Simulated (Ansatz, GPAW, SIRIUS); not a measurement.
Hf: 4 runs at one level of theory

```
Hf
1.0
     0.00000    2.22000    2.22000
     2.22000    0.00000    2.22000
     2.22000    2.22000    0.00000
Hf
1
Direct
  0.00000 0.00000 0.00000
```

This isn't the form of Hf at room conditions, which is hcp.

Alike in all runs: task single point; functional PBEsol; k mesh 10 × 10 × 10; occupations fermi-dirac, width 0.05 eV; no spin polarisation; no spin-orbit coupling. Pressure is positive in compression and, in plane waves, holds the error of the finite cutoff, which Ansatz's Pulay term estimates and takes out.

```tsv
program and potentials	plane-wave cutoff (eV)	notes	band gap (eV)	pressure (GPa)
Ansatz, Ansatz PAW	420	potentials made for PBE, which Ansatz adapts in part; 26 valence electrons an atom on average; Pulay term of +0.04 GPa included	no gap	-1.69
Ansatz, all-electron LAPW, scalar-relativistic	-	-	no gap	-1.66
SIRIUS, PseudoDojo 0.4.1 PBEsol standard (scalar relativistic)	807	12 valence electrons an atom on average	no gap	-1.30
GPAW, PAW data sets generated for this functional	600	12 valence electrons an atom on average	no gap	-1.21
```

None finds a gap. The pressure spans -1.69 (Ansatz, Ansatz PAW) to -1.21 GPa (GPAW, PAW data sets generated for this functional), with all-electron results at -1.66.

Differences between rows come from potentials, basis sets and numerical settings, since the functional is the same but for its coding. Runs on potential files found faulty are left out.
